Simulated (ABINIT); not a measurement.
Crystal: Rh.

```
CELL_PARAMETERS angstrom
0.00000 1.89785 1.89785
1.89785 0.00000 1.89785
1.89785 1.89785 0.00000
ATOMIC_POSITIONS crystal
Rh 0.00000 0.00000 0.00000
```

Base run:

- Program: ABINIT 10.8.3 (patched build)
- Functional: PW91
- Potentials or basis: JTH PAW PBE v2.0
- Cutoff: 544 eV
- k mesh: 12 × 12 × 12
- Occupations: fermi-dirac, width 0.05 eV
- Spin: no spin polarisation

Its results: band gap on the k mesh none (metal or under the smearing width); pressure 7.9 GPa.

Task: The run is repeated on the same cell with these changes: functional from PW91 to PBE. What comes out?

Result: Band gap on the k mesh none (metal or under the smearing width); pressure 7.3 GPa.

Caveats: the PAW data sets were made with another functional, which shifts forces and pressure a little (some runs).
